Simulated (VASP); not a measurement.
Method: r2SCAN meta-GGA, VASP's PBE PAW potentials (set 64) (plane waves; VASP).

The input files of a VASP run:

File POSCAR:
```
CsCl
1.0
  4.1200000000   0.0000000000   0.0000000000
  0.0000000000   4.1200000000   0.0000000000
  0.0000000000   0.0000000000   4.1200000000
Cs Cl
1 1
Cart
  0.0000000000   0.0000000000   0.0000000000
  2.0600000000   2.0600000000   2.0600000000
```

### KPOINTS
```
K-points
0
G
  6 6 6
0 0 0
```

**INCAR**
```
ALGO  =  Normal
EDIFF  =  1E-6
EDIFFG  =  -0.01
ENCUT  =  520
IBRION  =  2
ISIF  =  3
ISMEAR  =  0
LASPH  =  .True.
LCHARG  =  .False.
LMAXMIX  =  4
LMIXTAU  =  .True.
LREAL  =  .False.
LWAVE  =  .False.
METAGGA  =  R2SCAN
NELM  =  100
NSW  =  60
PREC  =  Accurate
SIGMA  =  0.05
SYSTEM  =  CsCl
```

POTCAR, in this order: Cs_sv Cl (PBE.64 set). Program: vasp_std.

What VASP printed:

### OSZICAR
```
       N       E                     dE             d eps       ncg     rms          rms(c)
DAV:   1     0.639618340462E+02    0.63962E+02   -0.70039E+03   480   0.116E+03
DAV:   2    -0.328485914913E+02   -0.96810E+02   -0.88565E+02   720   0.195E+02
DAV:   3    -0.395156170336E+02   -0.66670E+01   -0.66414E+01   592   0.575E+01
DAV:   4    -0.395837372462E+02   -0.68120E-01   -0.68084E-01   568   0.682E+00
DAV:   5    -0.395846714918E+02   -0.93425E-03   -0.93420E-03   604   0.807E-01    0.239E+00
DAV:   6    -0.356722349643E+02    0.39124E+01   -0.84263E-01   528   0.883E+00    0.272E+00
DAV:   7    -0.348713867213E+02    0.80085E+00   -0.61845E-01   544   0.722E+00    0.619E-01
DAV:   8    -0.359114938670E+02   -0.10401E+01   -0.45379E-01   480   0.644E+00    0.122E+00
DAV:   9    -0.354386364744E+02    0.47286E+00   -0.32708E-01   488   0.733E+00    0.624E-01
DAV:  10    -0.355022974703E+02   -0.63661E-01   -0.34355E-01   480   0.633E+00    0.173E-01
DAV:  11    -0.355161990935E+02   -0.13902E-01   -0.10015E-02   544   0.141E+00    0.186E-01
DAV:  12    -0.355163231680E+02   -0.12407E-03   -0.25122E-03   516   0.724E-01    0.139E-01
DAV:  13    -0.355227873502E+02   -0.64642E-02   -0.47460E-03   496   0.923E-01    0.408E-02
DAV:  14    -0.355235306144E+02   -0.74326E-03   -0.42778E-04   536   0.336E-01    0.715E-03
DAV:  15    -0.355235326858E+02   -0.20713E-05   -0.53758E-06   580   0.280E-02    0.446E-03
DAV:  16    -0.355235491985E+02   -0.16513E-04   -0.87682E-05   492   0.128E-01    0.300E-03
DAV:  17    -0.355235775266E+02   -0.28328E-04   -0.17253E-05   496   0.551E-02    0.249E-03
DAV:  18    -0.355235770627E+02    0.46388E-06   -0.45696E-07   404   0.806E-03
   1 F= -.35523577E+02 E0= -.35523577E+02  d E =-.355236E+02
       N       E                     dE             d eps       ncg     rms          rms(c)
DAV:   1    -0.355309033874E+02   -0.73259E-02   -0.15442E-01   480   0.274E+00    0.463E-01
DAV:   2    -0.355255557063E+02    0.53477E-02   -0.90177E-03   504   0.666E-01    0.176E-01
DAV:   3    -0.355244879809E+02    0.10677E-02   -0.36282E-03   484   0.434E-01    0.847E-02
DAV:   4    -0.355244723502E+02    0.15631E-04   -0.44878E-04   488   0.273E-01    0.305E-02
DAV:   5    -0.355244535647E+02    0.18786E-04   -0.25833E-04   484   0.240E-01    0.136E-02
DAV:   6    -0.355244554510E+02   -0.18864E-05   -0.18849E-04   488   0.203E-01    0.812E-03
DAV:   7    -0.355244603181E+02   -0.48670E-05   -0.68935E-05   492   0.111E-01    0.514E-03
DAV:   8    -0.355244676361E+02   -0.73181E-05   -0.51626E-06   496   0.326E-02    0.137E-03
DAV:   9    -0.355244670877E+02    0.54842E-06   -0.45659E-07   368   0.692E-03
   2 F= -.35524467E+02 E0= -.35524467E+02  d E =-.890025E-03
       N       E                     dE             d eps       ncg     rms          rms(c)
DAV:   1    -0.355329710227E+02   -0.85034E-02   -0.20147E-01   480   0.312E+00    0.531E-01
DAV:   2    -0.355259669592E+02    0.70041E-02   -0.11937E-02   504   0.765E-01    0.200E-01
DAV:   3    -0.355245619004E+02    0.14051E-02   -0.47271E-03   484   0.497E-01    0.962E-02
DAV:   4    -0.355245504645E+02    0.11436E-04   -0.59743E-04   488   0.319E-01    0.352E-02
DAV:   5    -0.355245233823E+02    0.27082E-04   -0.34631E-04   484   0.279E-01    0.150E-02
DAV:   6    -0.355245449298E+02   -0.21548E-04   -0.24118E-04   488   0.231E-01    0.939E-03
DAV:   7    -0.355245430084E+02    0.19215E-05   -0.88645E-05   484   0.125E-01    0.612E-03
DAV:   8    -0.355245536962E+02   -0.10688E-04   -0.78892E-06   496   0.400E-02    0.151E-03
DAV:   9    -0.355245530085E+02    0.68776E-06   -0.54884E-07   388   0.733E-03
   3 F= -.35524553E+02 E0= -.35524553E+02  d E =-.975946E-03
       N       E                     dE             d eps       ncg     rms          rms(c)
DAV:   1    -0.355256011298E+02   -0.10474E-02   -0.22920E-02   480   0.106E+00    0.180E-01
DAV:   2    -0.355247789987E+02    0.82213E-03   -0.13282E-03   504   0.257E-01    0.677E-02
DAV:   3    -0.355246216527E+02    0.15735E-03   -0.54174E-04   484   0.167E-01    0.334E-02
DAV:   4    -0.355246190775E+02    0.25751E-05   -0.68887E-05   488   0.109E-01    0.119E-02
DAV:   5    -0.355246362877E+02   -0.17210E-04   -0.43918E-05   484   0.984E-02    0.532E-03
DAV:   6    -0.355246271746E+02    0.91130E-05   -0.34183E-05   488   0.861E-02    0.332E-03
DAV:   7    -0.355246325479E+02   -0.53732E-05   -0.12480E-05   488   0.487E-02    0.206E-03
DAV:   8    -0.355246339877E+02   -0.14399E-05   -0.77555E-07   328   0.129E-02    0.634E-04
DAV:   9    -0.355246339160E+02    0.71750E-07   -0.11009E-07   252   0.335E-03
   4 F= -.35524634E+02 E0= -.35524634E+02  d E =-.105685E-02
```

OUTCAR:
```
------------------------ aborting loop because EDIFF is reached ----------------------------------------
  FORCE on cell =-STRESS in cart. coord.  units (eV):
  Direction    XX          YY          ZZ          XY          YZ          ZX
  --------------------------------------------------------------------------------------
  Total       -0.0095865     -0.0095865     -0.0095865     -0.0000000     -0.0000000     -0.0000000
  in kB       -0.2159900     -0.2159900     -0.2159900     -0.0000000     -0.0000000     -0.0000000
  external PRESSURE =      -0.2159900 kB  Pullay stress =       0.0000000 kB
  volume of cell :       71.11
      direct lattice vectors                 reciprocal lattice vectors
     4.142968608  0.000000000 -0.000000000     0.241372816  0.000000000  0.000000000
     0.000000000  4.142968608  0.000000000     0.000000000  0.241372816  0.000000000
    -0.000000000  0.000000000  4.142968608     0.000000000  0.000000000  0.241372816
 POSITION                                       TOTAL-FORCE (eV/Angst)
 -----------------------------------------------------------------------------------
      0.00000      0.00000      0.00000         0.000000      0.000000      0.000000
      2.07148      2.07148      2.07148        -0.000000      0.000000      0.000000
 -----------------------------------------------------------------------------------
    total drift:                                0.000000      0.000000     -0.000000
  FREE ENERGIE OF THE ION-ELECTRON SYSTEM (eV)
  ---------------------------------------------------
  free  energy   TOTEN  =       -35.5246339160 eV

  energy  without entropy=      -35.5246339160  energy(sigma->0) =      -35.52463392

 reached required accuracy - stopping structural energy minimisation
```
(Selected blocks of OUTCAR.)

CONTCAR:
```
CsCl
   1.00000000000000
     4.1429686080959343    0.0000000000000000   -0.0000000000000000
     0.0000000000000000    4.1429686080959343    0.0000000000000000
    -0.0000000000000000    0.0000000000000000    4.1429686080959343
  Cs              Cl
     1     1
Direct
     0.0000000000000000    0.0000000000000000    0.0000000000000000
     0.5000000000000000    0.5000000000000000    0.5000000000000000
```

**OUTCAR**
```
 val. band max:       -0.7640407384   @ k =   0.0000   0.0000   0.0000

 cond. band min:       5.1468163942   @ k =   0.0000   0.0000   0.0000


 Fermi energy:        -0.5212880883

 k-point     1 :       0.0000    0.0000    0.0000
  band No.  band energies     occupation
      1     -20.6704      2.00000
      2     -13.4733      2.00000
      3      -6.7896      2.00000
      4      -6.7896      2.00000
      5      -6.7896      2.00000
      6      -0.7640      2.00000
      7      -0.7640      2.00000
      8      -0.7640      2.00000
      9       5.1468      0.00000
     10       5.1468      0.00000
     11       5.2217      0.00000
     12       9.9306      0.00000

 k-point     2 :       0.1667    0.0000    0.0000
  band No.  band energies     occupation
      1     -20.6502      2.00000
      2     -13.4826      2.00000
      3      -6.9327      2.00000
      4      -6.7564      2.00000
      5      -6.7564      2.00000
      6      -1.0907      2.00000
      7      -0.8179      2.00000
      8      -0.8179      2.00000
      9       5.3341      0.00000
     10       5.7273      0.00000
     11       5.9126      0.00000
     12       9.7125      0.00000

 k-point     3 :       0.3333    0.0000    0.0000
  band No.  band energies     occupation
      1     -20.6090      2.00000
      2     -13.5040      2.00000
      3      -7.1903      2.00000
      4      -6.6880      2.00000
      5      -6.6880      2.00000
      6      -1.6433      2.00000
      7      -0.9298      2.00000
      8      -0.9298      2.00000
      9       5.8199      0.00000
     10       6.8480      0.00000
     11       7.6378      0.00000
     12       9.4478      0.00000

 k-point     4 :       0.5000    0.0000    0.0000
  band No.  band energies     occupation
      1     -20.5880      2.00000
      2     -13.5161      2.00000
      3      -7.3065      2.00000
      4      -6.6527      2.00000
      5      -6.6527      2.00000
      6      -1.8857      2.00000
...
```

Unless said otherwise, spin-orbit coupling is left out, though it shifts the bands of the heavy elements here.

The compound is CsCl in the CsCl type structure. This run relaxes it. Symmetry was kept, so distortions that lower it aren't found.
